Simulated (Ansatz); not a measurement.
**P: how the free axis answers a strain**

P, Pm-3m, a = 2.422 Å. This isn't the element's structure at ambient conditions. Ansatz: PBEsol, PAW, 420 eV, Γ-centred 22×22×22 mesh on 1 atom, Gaussian smearing 0.10 eV; no spin polarisation. Series: biaxial strain in the a-b plane, c and atoms relaxed; x is the strain in per cent. y is the change of c in per cent of 2.422 Å.

```tsv
x (%)	y (%)
-3.0	?
-2.0	0.29
-1.0	0.12
0.0	0.00
1.0	-0.15
2.0	-0.30
3.0	-0.45
```

Task: Fit y = c1 x + c2 x² to the other rows, say what c1 measures, and predict the missing y.

Result: Least squares on the rows shown. y = −0.1448 x − 0.001841 x². With no stress along c, c1 = −2C12/C11 = -0.145. At x = -3.0 the fit asked for gives 0.42 %. The run gave 0.55 %, so the fit is 0.13 % too low, 13 % of the span of the series, against an rms of 0.01 % on the fitted rows. The row lies outside the fitted range. With a term in x³ added, a fit to the same known rows predicts 0.43 %, no real gain.

Cost: 7 runs of about 4.3 core-minutes in all, on Arm Neoverse V1 (shared hosts).